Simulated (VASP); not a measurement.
Write the native input for VASP 6.6.1 that does the following.

```yaml
Task: single point
Functional: PBE
Potentials_or_basis: VASP PAW PBE potentials, release 64 (Ba_sv, Zr_sv, O)
Cutoff: 520 eV
k_mesh: 6 × 6 × 6
Occupations: gaussian, width 0.02 eV
Spin: no spin polarisation
Dipole_correction: no
Further_INCAR_settings: ALGO = Normal; EDIFF = 1e-07; NBANDS = 28
```

The structure of BaZrO3 lies in POSCAR:

```
BaZrO3
1.0
    4.2272054800      0.0000000000      0.0000000000
    0.0000000000      4.2272054800      0.0000000000
    0.0000000000      0.0000000000      4.2272054800
Ba Zr O
1 1 3
Direct
    0.0000000000      0.0000000000      0.0000000000
    0.5000000000      0.5000000000      0.5000000000
    0.5000000000      0.5000000000      0.0000000000
    0.5000000000      0.0000000000      0.5000000000
    0.0000000000      0.5000000000      0.5000000000
```

The cell was built by a generator and isn't the measured one.

The input as run:

INCAR

```
ALGO     = Normal         # electronic algorithm
EDIFF    = 1E-7           # SCF threshold, eV
ENCUT    = 520            # plane-wave cutoff, eV
GGA      = PE             # functional
ISIF     = 2              # what is computed and relaxed
ISMEAR   = 0              # smearing method
LASPH    = T              # aspherical terms in the spheres
LCHARG   = F              # write CHGCAR
LREAL    = F              # projectors in reciprocal space
LWAVE    = F              # write WAVECAR
NBANDS   = 28             # bands
NELM     = 100            # most SCF steps
PREC     = Accurate       # precision mode
SIGMA    = 0.02           # smearing width, eV
```

KPOINTS

```
k-points
0
Gamma
  6 6 6
```

Potentials or basis: VASP PAW PBE potentials, release 64 (Ba_sv, Zr_sv, O).

Launch:

```console
$ cat potpaw_PBE.64/Ba_sv/POTCAR potpaw_PBE.64/Zr_sv/POTCAR potpaw_PBE.64/O/POTCAR > POTCAR
$ mpirun -np 1 vasp_std > vasp.out
```

Results of the run:

| Quantity | Value |
| --- | --- |
| Pressure | 0.9 GPa |
| Band gap on the k mesh | 3.13 eV, indirect (least direct gap 3.38 eV) |

Caveat: spin-orbit coupling is left out, which moves the levels of the heavy elements.

Wall time 24 s on 1 thread of Intel(R) Xeon(R) Platinum 8375C CPU @ 2.90GHz (Ice Lake) (shared host), peak memory 0.19 GiB.
